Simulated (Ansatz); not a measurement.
Input and output of a one-shot G0W0 calculation on a 3-atom cell of SnS₂ started from a crystallographic database (Ansatz 0.2.0, G0W0@PBE with 112 empty bands, a screening cutoff of 80 eV and a 12×12×4 mesh). Cell and atoms come from a relaxation with r2SCAN+rVV10.

The input:
```yaml
crystal:
  lattice:
    - [3.660757467, 0.0, 0.0]
    - [-1.8303787335, 3.1703089635, 0.0]
    - [0.0, 0.0, 5.9618049232]
  atoms:
    - { symbol: Sn, position: [0.0, 0.0, 0.0] }
    - { symbol: S, position: [0.3333333333, 0.6666666667, 0.2455903389] }
    - { symbol: S, position: [0.6666666667, 0.3333333333, 0.7544096611] }
kpoints:
  mp_grid: { grid: [12, 12, 4] }
hamiltonian:
  xc: pbe
scf:
  occupations: { method: fixed }
gw:
  n_empty_bands: 112
  ecut_chi: 80
  qp_bands: [v2, c2]
  qp_kpoints: band_edges
  screening: { model: contour_deformation }
```

Wall time 6.7 min on 1 × NVIDIA H100 80GB HBM3 with 2 threads of AMD EPYC 7R13 Processor (Zen 3), with other jobs on the host, load about 1.9 per core; peak host memory 1.7 GiB.

Output, abridged:
```
Functional definition: PBE
  parameter kappa = 0.804
  parameter beta = 0.06672455060314922
  exchange = pbe_x(kappa = kappa, mu = beta*pi^2/3)
  correlation = pbe_c(beta = beta)
Crystal: 3 atoms, lattice volume = 69.191 Å³
Basis set: ecut = 420 eV, 1327 PW (Γ)
Bands: 17, of which v1, the nominal top of the filled ones, is band 13 counted from 1 (12 counted from 0)
Symmetry: 12 space group operations
Space group: P-3m1 (ITA 164)
k-points: 69 of 576
SCF converged after 7 iterations
Free energy (F): -7829.430550 eV
Fermi energy:    6.241544 eV
--- Per-component energies (eV) ---
  E_band       = -125.008148
  E_kinetic    = 401.090630
  E_local      = -1635.009173
  E_nonlocal   = 27.068251
  E_hartree    = 862.984995
  E_xc         = -574.908250
  E_vxc        = -269.024090
  E_paw        = -5343.359562
  E_vpaw       = -375.105389
  E_ewald      = -1567.297443
--- G₀W₀: contour deformation, 6 samples at zero and on the imaginary axis and 2 off it, 576 q-points, 112 empty bands' worth ---
    ik  band        ε_KS         Σx   Σc(E_QP)       V_xc       Z   E_QP_lin       E_QP  E_QP is
     0    12      5.9017   -18.2410     2.0697   -15.8884  0.7389     5.6173     5.6188  root
     0    13      6.2328   -18.4420     2.3949   -15.6933  0.7379     5.8766     5.8791  root
     0    14      8.1776   -11.7576    -3.1878   -15.4380  0.7862     8.6726     8.6702  root
     0    15      9.8927    -7.9180    -3.8907   -12.2055  0.7946    10.2916    10.2895  root
     1    12      5.9634   -18.2708     2.0340   -15.9574  0.7405     5.6825     5.6840  root
     1    13      5.9634   -18.2708     2.0340   -15.9574  0.7405     5.6825     5.6840  root
     1    14      8.8206   -12.2483    -3.2668   -16.0596  0.7762     9.3691     9.3652  root
     1    15      9.9284    -8.0423    -3.9030   -12.3498  0.7940    10.3352    10.3329  root
     2    12      6.0154   -18.3071     2.0084   -16.0230  0.7414     5.7383     5.7397  root
     2    13      6.0154   -18.3071     2.0084   -16.0230  0.7414     5.7383     5.7397  root
     2    14      9.2590   -12.2017    -3.5342   -16.3417  0.7691     9.8711     9.8648  root
     2    15      9.9584    -8.1775    -3.9081   -12.4937  0.7937    10.3689    10.3665  root
     3    12      6.0421   -18.2690     2.0434   -15.9465  0.7415     5.7616     5.7631  root
     3    13      6.2334   -18.4122     2.3759   -15.6836  0.7381     5.8783     5.8807  root
     3    14      8.6273   -12.1583    -3.2233   -15.9180  0.7765     9.1672     9.1637  root
     3    15     10.2964    -8.2058    -3.9657   -12.6011  0.7861    10.7288    10.7260  root
     4    12      5.7941   -18.1389     2.1823   -15.6359  0.7389     5.4714     5.4735  root
     4    13      5.9687   -18.2262     2.0833   -15.8577  0.7398     5.6821     5.6836  root
     4    14      9.0086   -12.2983    -3.3527   -16.2337  0.7692     9.5966     9.5913  root
     4    15     10.3442    -8.2986    -3.9811   -12.7159  0.7851    10.7833    10.7804  root
     5    12      5.7087   -18.0028     2.1135   -15.5798  0.7384     5.3973     5.3993  root
     5    13      6.0325   -18.2544     2.0344   -15.9400  0.7411     5.7511     5.7525  root
     5    14      9.2946   -12.1295    -3.5597   -16.3122  0.7644     9.9248     9.9176  root
     5    15     10.3649    -8.4476    -3.9870   -12.8749  0.7847    10.8081    10.8051  root
     6    12      5.7628   -17.9824     2.2474   -15.3981  0.7369     5.4234     5.4258  root
     6    13      6.0985   -18.3024     2.0070   -16.0207  0.7424     5.8225     5.8239  root
     6    14      9.0581   -12.3331    -3.3808   -16.3011  0.7688     9.6507     9.6453  root
     6    15     10.3137    -8.3298    -3.9726   -12.7363  0.7859    10.7504    10.7475  root
     7    12      6.1236   -18.2937     2.0331   -15.9816  0.7420     5.8432     5.8446  root
     7    13      6.1939   -18.3871     2.3769   -15.6526  0.7377     5.8337     5.8363  root
     7    14      9.1071   -12.0659    -3.5079   -16.1897  0.7618     9.7300     9.7231  root
     7    15     10.7105    -8.1424    -4.0940   -12.6751  0.7820    11.1514    11.1492  root
     8    12      5.5966   -18.1073     2.5290   -15.1875  0.7308     5.2021     5.2059  root
     8    13      5.9980   -18.2054     2.1010   -15.8131  0.7398     5.7051     5.7067  root
     8    14      8.9580   -11.6393    -3.4538   -15.6853  0.7659     9.5562     9.5502  root
     8    15     10.9617    -8.4174    -4.1823   -13.0832  0.7744    11.4461    11.4452  root
  […]
```

The points are ik 0 = (0, 0, 0) (Γ), ik 1 = (0, 0, 1/4), ik 2 = (0, 0, -1/2), ik 3 = (0, 0.083, 0), ik 4 = (0, 0.083, 1/4), ik 5 = (0, 0.083, -1/2), ik 6 = (0, 0.083, -1/4), ik 7 = (0, 1/6, 0), ik 8 = (0, 1/6, 1/4), ik 9 = (0, 1/6, -1/2), ik 10 = (0, 1/6, -1/4), ik 11 = (0, 1/4, 0); band 13 is the last filled one.

The quasiparticle gap on this mesh is 2.30 eV (k = (0.083, 0.083, 0) to k = (0, -1/2, 1/4)), against 1.49 eV from PBE: +0.81 eV. Renormalisation factors Z lie between 0.71 and 0.80. The G0W0 figures hold for the stated bands, cutoff and mesh and aren't extrapolated.

(Simulation; spin polarisation is off.)

No spin-orbit coupling is included; it can move band edges with weight on the heavy atoms by tenths of an eV.
